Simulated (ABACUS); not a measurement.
# Ge (P6_3/mmc) in ABACUS: equation of state

How stiff is Ge in PBEsol, and what volume does it want? The cell is scaled to several volumes.

Program: ABACUS 3.10.1. These are calculated values, not measurements. Logs are shortened: lines on timing, memory, paths and dates and some standing lists are left out, and cuts for length are marked.

## (1) The crystal as given

Symmetry: P6_3/mmc, No. 194, hexagonal system. The conventional cell has a = 3.998 Å, b = 3.998 Å, c = 6.599 Å, α = 90.00°, β = 90.00°, γ = 120.00°. Ge (site symmetry 3m) has 4 Ge at 2.45 to 2.47 Å as nearest neighbours.

This isn't the form of Ge at room conditions, which is diamond.

## (2) Equation of state, PBEsol, 21.46 Å³/atom (volume scaled by 0.94)

Contents of INPUT:

```
INPUT_PARAMETERS
suffix              Ge
calculation         scf
basis_type          pw
pseudo_dir          ./
symmetry            1
dft_functional      pbesol
ecutwfc             79
pseudo_rcut         7
nspin               1
nbands              34
ks_solver           dav
smearing_method     fd
smearing_sigma      0.00367493
scf_thr             1e-08
scf_nmax            100
mixing_type         broyden
mixing_beta         0.7
cal_force           1
cal_stress          1
kpar                4
```

Contents of STRU:

```
ATOMIC_SPECIES
Ge 72.6300 Ge.upf

LATTICE_CONSTANT
1.8897261246

LATTICE_VECTORS
3.9159795603 0.0000000000 0.0000000000
-1.9579897802 3.3913377800 0.0000000000
0.0000000000 0.0000000000 6.4646589660

ATOMIC_POSITIONS
Direct

Ge
0.0
4
0.3333333333 0.6666666667 0.9370987500 1 1 1
0.6666666667 0.3333333333 0.4370987500 1 1 1
0.3333333333 0.6666666667 0.5629012500 1 1 1
0.6666666667 0.3333333333 0.0629012500 1 1 1
```

Contents of KPT:

```
K_POINTS
0
Gamma
8 8 4 0 0 0
```

Potentials or basis: PseudoDojo NC SR 0.4.1 PBEsol standard, plane waves.

The run is started by

```sh
> OMP_NUM_THREADS=1 mpirun -np 4 abacus > log
```

running log:

```text
ABACUS v3.10.1

               Atomic-orbital Based Ab-initio Computation at UStc

 ------------------------------------------------------------------------------------

 READING GENERAL INFORMATION
                           global_out_dir = OUT.Ge/
                           global_in_card = INPUT
                               pseudo_dir = ./
                              orbital_dir =
                                    DSIZE = 4
                                    GSIZE = 1

 READING UNITCELL INFORMATION
                                    ntype = 1
                  lattice constant (Bohr) = 1.88973
              lattice constant (Angstrom) = 1

 READING ATOM TYPE 1
                               atom label = Ge
                      L=0, number of zeta = 1
                      L=1, number of zeta = 1
                      L=2, number of zeta = 1
             number of atom for this type = 4

                        TOTAL ATOM NUMBER = 4
DIRECT COORDINATES
    atom                   x                   y                   z     mag                  vx                  vy                  vz
taud_Ge1            0.3333333333        0.6666666667        0.9370987500  0.0000        0.0000000000        0.0000000000        0.0000000000
taud_Ge2            0.6666666667        0.3333333333        0.4370987500  0.0000        0.0000000000        0.0000000000        0.0000000000
taud_Ge3            0.3333333333        0.6666666667        0.5629012500  0.0000        0.0000000000        0.0000000000        0.0000000000
taud_Ge4            0.6666666667        0.3333333333        0.0629012500  0.0000        0.0000000000        0.0000000000        0.0000000000

                          Volume (Bohr^3) = 579.367
                             Volume (A^3) = 85.8532

 Lattice vectors: (Cartesian coordinate: in unit of a_0)
             +3.91598                  +0                  +0
             -1.95799            +3.39134                  +0
                   +0                  +0            +6.46466
 Reciprocal vectors: (Cartesian coordinate: in unit of 2 pi/a_0)
            +0.255364           +0.147434                  -0
                   -0           +0.294869                  -0
                   +0                  -0           +0.154687
 The esolver type has been set to : ksdft_pw

                PAO radial cut off (Bohr) = 7

 Read in pseudopotential file is Ge.upf
                     pseudopotential type = NC
          exchange-correlation functional = PBESOL
                 nonlocal core correction = 1
                        valence electrons = 14
                                     lmax = 2
                           number of zeta = 3
                     number of projectors = 6
                           L of projector = 0
                           L of projector = 0
                           L of projector = 1
                           L of projector = 1
                           L of projector = 2
                           L of projector = 2
     initial pseudo atomic orbital number = 36

 SETUP THE ELECTRONS NUMBER
            electron number of element Ge = 14
      total electron number of element Ge = 56
            AUTOSET number of electrons:  = 56
                           occupied bands = 28
                                   NBANDS = 34
                                   NLOCAL = 36

%%%%%%%%%%%%%%%%%%%%%%%%%%%%%%%%%%%%%%%%%%%%%%%%%%%%%%%%%%%%%%%%%%%%%%%%%%%%%%%%%%%%%%%%%%%%%%%%%%%%%%%%%%
 Warning: the number of valence electrons in pseudopotential > 4 for Ge: [Ar] 3d10 4s2 4p2
 Pseudopotentials with additional electrons can yield (more) accurate outcomes, but may be less efficient.
 If you're confident that your chosen pseudopotential is appropriate, you can safely ignore this warning.
%%%%%%%%%%%%%%%%%%%%%%%%%%%%%%%%%%%%%%%%%%%%%%%%%%%%%%%%%%%%%%%%%%%%%%%%%%%%%%%%%%%%%%%%%%%%%%%%%%%%%%%%%%

 SETUP THE PLANE WAVE BASIS
 energy cutoff for charge/potential (unit:Ry) = 316
            fft grid for charge/potential = [ 45, 45, 72 ]
                        fft grid division = [ 1, 1, 1 ]
        big fft grid for charge/potential = [ 45, 45, 72 ]
                                     nbxx = 145800
                                     nrxx = 145800

 SETUP PLANE WAVES FOR CHARGE/POTENTIAL
                    number of plane waves = 54957
                         number of sticks = 1189

 PARALLEL PW FOR CHARGE/POTENTIAL
     PROC   COLUMNS(POT)             PW
        1           1189          54957
 --------------- sum -------------------
        1           1189          54957
                            number of |g| = 2508
                                  max |g| = 28.5781
                                  min |g| = 0

----------- Double Check Mixing Parameters Begin ------------
mixing_type: broyden
mixing_beta: 0.7
mixing_gg0: 1
mixing_gg0_min: 0.1
mixing_ndim: 8
[... 42 lines left out ...]
                                       S3 = 2
                                       S4 = 0
                                       S6 = 2
               POINT GROUP IN SPACE GROUP = D_6h

 SETUP K-POINTS
                                    nspin = 1
                   Input type of k points = Monkhorst-Pack(Gamma)
                                   nkstot = 256
                       right hand lattice = 1
(for reciprocal lattice: )
                             BRAVAIS TYPE = 4
                     BRAVAIS LATTICE NAME = 04. Hexagonal cell
                                    ibrav = 4
                       right hand lattice = 1
(for k-lattice: )
                             BRAVAIS TYPE = 4
                     BRAVAIS LATTICE NAME = 04. Hexagonal cell
                                    ibrav = 4
                       right hand lattice = 1
                        ROTATION MATRICES = 24
                               nkstot_ibz = 30
K-POINTS REDUCTION ACCORDING TO SYMMETRY
     IBZ    DIRECT_X    DIRECT_Y    DIRECT_Z  WEIGHT  ibz2bz
       1  0.00000000  0.00000000  0.00000000  0.0039       0
       2 -0.12500000  0.12500000  0.00000000  0.0234       1
       3 -0.25000000  0.25000000  0.00000000  0.0234       2
       4 -0.37500000  0.37500000  0.00000000  0.0234       3
       5  0.50000000  0.50000000  0.00000000  0.0117       4
       6 -0.12500000  0.25000000  0.00000000  0.0234       9
[... 22 lines left out ...]
      29  0.50000000  0.25000000  0.50000000  0.0234     146
      30  0.37500000  0.37500000  0.50000000  0.0234     147

                               nkstot now = 30
[... K-POINTS DIRECT COORDINATES: 30 rows ...]

           k-point number in this process = 8
       minimum distributed K point number = 7
[... stars of the k points ...]

[... K-POINTS CARTESIAN COORDINATES: 8 rows ...]

[... K-POINTS DIRECT COORDINATES: 8 rows ...]

 SETUP PLANE WAVES FOR WAVE FUNCTIONS
     energy cutoff for wavefunc (unit:Ry) = 79
              fft grid for wave functions = [ 45, 45, 72 ]
                    number of plane waves = 9121
                         number of sticks = 361

 PARALLEL PW FOR WAVE FUNCTIONS
     PROC   COLUMNS(POT)             PW
        1            361           9121
 --------------- sum -------------------
        1            361           9121

 SETUP NONLOCAL PSEUDOPOTENTIALS IN PLANE WAVE BASIS
 Ge non-local projectors:
 projector 1 L=0
 projector 2 L=0
 projector 3 L=1
 projector 4 L=1
 projector 5 L=2
 projector 6 L=2
      TOTAL NUMBER OF NONLOCAL PROJECTORS = 72

 Init Non-Local PseudoPotential table :
 Init Non-Local-Pseudopotential done.

                                     npwx = 6888

 Make real space PAO into reciprocal space.
       max mesh points in Pseudopotential = 701
     dq(describe PAO in reciprocal space) = 0.01
                                    max q = 1071

 number of pseudo atomic orbitals for Ge is 3
WARNING: norm of atomic wavefunction # 2 of atomic type Ge is 0.999922, renormalized
WARNING: norm of atomic wavefunction # 3 of atomic type Ge is 0.995552, renormalized

 -------------------------------------------
 SELF-CONSISTENT
 -------------------------------------------
                                 init_chg = atomic

 PW ALGORITHM --------------- ION=   1  ELEC=   1--------------------------------

 Notice: Threshold on eigenvalues was too large.
 hsover_error=0.56 > DRHO=0.0710782
 Origin diag ethr = 0.01
 New diag ethr = 0.000126925

 Density error is 0.0714562089205
                          Error Threshold = 0.000126925320416
----------------------------------------------------------
     Energy           Rydberg                 eV
----------------------------------------------------------
 E_KohnSham     -713.6016206283      -9709.0481425791
 E_Harris       -713.3728358862      -9705.9353664708
 E_Fermi        0.7412098941         10.0846779732
----------------------------------------------------------
[... 75 lines left out ...]
 Density error is 2.09251610193e-10
                          Error Threshold = 1.09994802696e-10
----------------------------------------------------------
     Energy           Rydberg                 eV
----------------------------------------------------------
 E_KohnSham     -713.6031244760      -9709.0686034775
 E_KS(sigma->0) -713.6030803113      -9709.0680025847
 E_Harris       -713.6030282371      -9709.0672940799
 E_band         -37.8145543485       -514.4934064696
 E_one_elec     -356.6247762312      -4852.1290047191
 E_Hartree      217.4522612951       2958.5897965976
 E_xc           -172.8889204196      -2352.2744387745
 E_Ewald        -401.5416007908      -5463.2537547959
 E_entropy(-TS) -0.0000883296        -0.0012017856
 E_descf        0.0000000000         0.0000000000
 E_exx          0.0000000000         0.0000000000
 E_Fermi        0.7622560030         10.3710249756
----------------------------------------------------------

 charge density convergence is achieved
 final etot is -9709.0686035 eV
 EFERMI = 10.371024976 eV

 STATE ENERGY(eV) AND OCCUPATIONS    NSPIN == 1
 1/8 kpoint (Cartesian) = 0.0000 0.0000 0.0000 (6851 pws)
       1       -14.7945     0.00781250
       2       -14.7945     0.00781250
       3       -14.7504     0.00781250
       4       -14.7494     0.00781250
       5       -14.7494     0.00781250
       6       -14.7358     0.00781250
[... 206 lines left out ...]
      33        14.3425    1.49686e-36
      34        14.9446    8.82515e-42

[... levels at 2 further k points ...]

------------------------------------------------------------------------------------------
 TOTAL-FORCE (eV/Angstrom)
------------------------------------------------------------------------------------------
                       Ge1         0.0000000000         0.0000000000        -0.0229205683
                       Ge2         0.0000000000         0.0000000000        -0.0229205683
                       Ge3         0.0000000000         0.0000000000         0.0229205683
                       Ge4         0.0000000000         0.0000000000         0.0229205683
------------------------------------------------------------------------------------------

----------------------------------------------------------------
 TOTAL-STRESS (KBAR)
----------------------------------------------------------------
        48.5921277856         0.0000000007         0.0000000000
         0.0000000007        48.5921277833         0.0000000000
         0.0000000000         0.0000000000        45.3316335436
----------------------------------------------------------------
 TOTAL-PRESSURE: 47.505296 KBAR

 --------------------------------------------
 !FINAL_ETOT_IS -9709.0686034775444568 eV
 --------------------------------------------
```

Wall time 42 s (4 MPI ranks of Intel Xeon Platinum 8375C at 2.90GHz (Ice Lake), shared host); peak memory 0.72 GiB.

What came out:

```yaml
Free_energy: -9709.0686 eV
Pressure: 4.8 GPa
Largest_force: 0.023 eV/Å
Band_gap_on_the_k_mesh: none (metal or under the smearing width)
```

## (3) Equation of state, PBEsol, 21.92 Å³/atom (volume scaled by 0.96)

INPUT is that of step 2.

STRU, as its differences from that of step 2:

```diff
@@ -7,5 +7,5 @@
 LATTICE_VECTORS
-3.9159795603 0.0000000000 0.0000000000
--1.9579897802 3.3913377800 0.0000000000
-0.0000000000 0.0000000000 6.4646589660
+3.9435577898 0.0000000000 0.0000000000
+-1.9717788949 3.4152212273 0.0000000000
+0.0000000000 0.0000000000 6.5101862333
```

KPT is that of step 2.

Potentials or basis: PseudoDojo NC SR 0.4.1 PBEsol standard, plane waves.

The run is started by

```sh
> OMP_NUM_THREADS=1 mpirun -np 4 abacus > log
```

Wall time 48 s (4 MPI ranks of Intel Xeon Platinum 8375C at 2.90GHz (Ice Lake), shared host); peak memory 0.72 GiB.

Results (log left out):

- Free energy: -9709.1124 eV
- Pressure: 2.9 GPa
- Largest force: 0.014 eV/Å
- Band gap on the k mesh: none (metal or under the smearing width)

## (4) Equation of state, PBEsol, 22.38 Å³/atom (volume scaled by 0.98)

INPUT is that of step 3.

STRU, as its differences from that of step 3:

```diff
@@ -7,5 +7,5 @@
 LATTICE_VECTORS
-3.9435577898 0.0000000000 0.0000000000
--1.9717788949 3.4152212273 0.0000000000
-0.0000000000 0.0000000000 6.5101862333
+3.9707555995 0.0000000000 0.0000000000
+-1.9853777998 3.4387752215 0.0000000000
+0.0000000000 0.0000000000 6.5550854883
```

KPT is that of step 3.

The run is started by

```sh
> OMP_NUM_THREADS=1 mpirun -np 4 abacus > log
```

It took 50 s on 4 MPI ranks of Intel Xeon Platinum 8375C at 2.90GHz (Ice Lake), shared host; peak memory 0.72 GiB.

It converged, with:

* Free energy: -9709.1368 eV
* Pressure: 1.4 GPa
* Largest force: 0.006 eV/Å
* Band gap on the k mesh: none (metal or under the smearing width)

## (5) Equation of state, PBEsol, 22.83 Å³/atom

INPUT is that of step 4.

STRU, as its differences from that of step 4:

```diff
@@ -7,5 +7,5 @@
 LATTICE_VECTORS
-3.9707555995 0.0000000000 0.0000000000
--1.9853777998 3.4387752215 0.0000000000
-0.0000000000 0.0000000000 6.5550854883
+3.9975858431 0.0000000000 0.0000000000
+-1.9987929216 3.4620108940 0.0000000000
+0.0000000000 0.0000000000 6.5993779500
```

KPT is that of step 4.

The run is started by

```sh
> OMP_NUM_THREADS=1 mpirun -np 4 abacus > log
```

Wall time 43 s (4 MPI ranks of Intel Xeon Platinum 8375C at 2.90GHz (Ice Lake), shared host); peak memory 0.68 GiB.

The run converged. Its results:

- Free energy: -9709.1444 eV
- Pressure: 0.0 GPa
- Largest force: 0.003 eV/Å
- Band gap on the k mesh: 0.11 eV, indirect (least direct gap 0.17 eV)

## (6) Equation of state, PBEsol, 23.29 Å³/atom (volume scaled by 1.02)

INPUT is that of step 5.

STRU, as its differences from that of step 5:

```diff
@@ -7,5 +7,5 @@
 LATTICE_VECTORS
-3.9975858431 0.0000000000 0.0000000000
--1.9987929216 3.4620108940 0.0000000000
-0.0000000000 0.0000000000 6.5993779500
+4.0240606931 0.0000000000 0.0000000000
+-2.0120303466 3.4849387866 0.0000000000
+0.0000000000 0.0000000000 6.6430837134
```

KPT is that of step 5.

Potentials or basis: PseudoDojo NC SR 0.4.1 PBEsol standard, plane waves.

The run is started by

```sh
> OMP_NUM_THREADS=1 mpirun -np 4 abacus > log
```

Wall time 40 s (4 MPI ranks of Intel Xeon Platinum 8375C at 2.90GHz (Ice Lake), shared host); peak memory 0.72 GiB.

Results (log left out):

- Free energy: -9709.1370 eV
- Pressure: -1.3 GPa
- Largest force: 0.003 eV/Å
- Band gap on the k mesh: 0.16 eV, indirect (least direct gap 0.24 eV)

## (7) Equation of state, PBEsol, 23.75 Å³/atom (volume scaled by 1.04)

INPUT is that of step 6.

STRU, as its differences from that of step 6:

```diff
@@ -7,5 +7,5 @@
 LATTICE_VECTORS
-4.0240606931 0.0000000000 0.0000000000
--2.0120303466 3.4849387866 0.0000000000
-0.0000000000 0.0000000000 6.6430837134
+4.0501916895 0.0000000000 0.0000000000
+-2.0250958448 3.5075688934 0.0000000000
+0.0000000000 0.0000000000 6.6862218294
```

KPT is that of step 6.

The run is started by

```sh
> OMP_NUM_THREADS=1 mpirun -np 4 abacus > log
```

Run time: 41 s. Hardware: 4 MPI ranks of Intel Xeon Platinum 8375C at 2.90GHz (Ice Lake), shared host; peak memory 0.72 GiB.

Results (log left out):

* Free energy: -9709.1159 eV
* Pressure: -2.4 GPa
* Largest force: 0.012 eV/Å
* Band gap on the k mesh: 0.11 eV, indirect (least direct gap 0.19 eV)

## (8) Equation of state, PBEsol, 24.20 Å³/atom (volume scaled by 1.06)

INPUT is that of step 7.

STRU, as its differences from that of step 7:

```diff
@@ -7,5 +7,5 @@
 LATTICE_VECTORS
-4.0501916895 0.0000000000 0.0000000000
--2.0250958448 3.5075688934 0.0000000000
-0.0000000000 0.0000000000 6.6862218294
+4.0759897844 0.0000000000 0.0000000000
+-2.0379948922 3.5299106989 0.0000000000
+0.0000000000 0.0000000000 6.7288103778
```

KPT is that of step 7.

The run is started by

```sh
> OMP_NUM_THREADS=1 mpirun -np 4 abacus > log
```

Wall time 42 s (4 MPI ranks of Intel Xeon Platinum 8375C at 2.90GHz (Ice Lake), shared host); peak memory 0.76 GiB.

Results (log left out):

| Quantity | Value |
| --- | --- |
| Free energy | -9709.0826 eV |
| Pressure | -3.4 GPa |
| Largest force | 0.020 eV/Å |
| Band gap on the k mesh | none (metal or under the smearing width) |

## (9) Equation of state, PBEsol

Potentials or basis: PseudoDojo NC SR 0.4.1 PBEsol standard, plane waves.

No new run: the results of the series are fitted here.

What came out:

- Equilibrium volume: 22.83 Å³/atom
- Bulk modulus at fixed shape and positions: 67 GPa
- Pressure derivative of the bulk modulus: 4.7 (rough: it moves with the points fitted)

Energy against volume, from the lowest point:
```tsv
volume (Å³/atom)	energy (meV/atom)
21.463	18.94
21.920	7.99
22.377	1.88
22.833	0.00
23.290	1.85
23.747	7.12
24.203	15.45
```

Caveat: the cell was scaled at fixed shape and fractional positions, which overstates the stiffness of a crystal with free parameters, most of all of layers and chains.
